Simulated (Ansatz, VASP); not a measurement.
**One calculation of Ge, two programs**

```
CELL_PARAMETERS angstrom
1.41553 -2.63474 0.00000
1.41553 2.63474 0.00000
0.00000 0.00000 2.73374
ATOMIC_POSITIONS crystal
Ge 0.50000 0.50000 0.00000
```

Change from the starting cell: volume scaled by 1.04.

Alike in both runs: task single point; functional PBE; k mesh 11 × 11 × 10; occupations fermi-dirac, width 0.05 eV; no spin polarisation.

|  | VASP | Ansatz |
| --- | --- | --- |
| version | VASP 6.6.1 | Ansatz 0.2.0 |
| potentials or method | VASP PAW PBE potentials, release 64 (Ge_d) | Ansatz PAW |
| plane-wave cutoff (eV) | 520 | 420 |
| valence electrons in the cell | 14 | 14 |

|  | VASP | Ansatz | Ansatz less VASP |
| --- | --- | --- | --- |
| gap on the k mesh at the Fermi level (eV) | none | none | - |
| pressure (GPa) | -2.9 | -2.9 | 0.00 |
| largest component of the traceless stress (GPa) | 1.71 | 1.69 | -0.017 |

A gap of «none» marks a metal or a gap that the smearing closes. With one functional, cell and mesh, what is left measures potentials, basis and numerics.
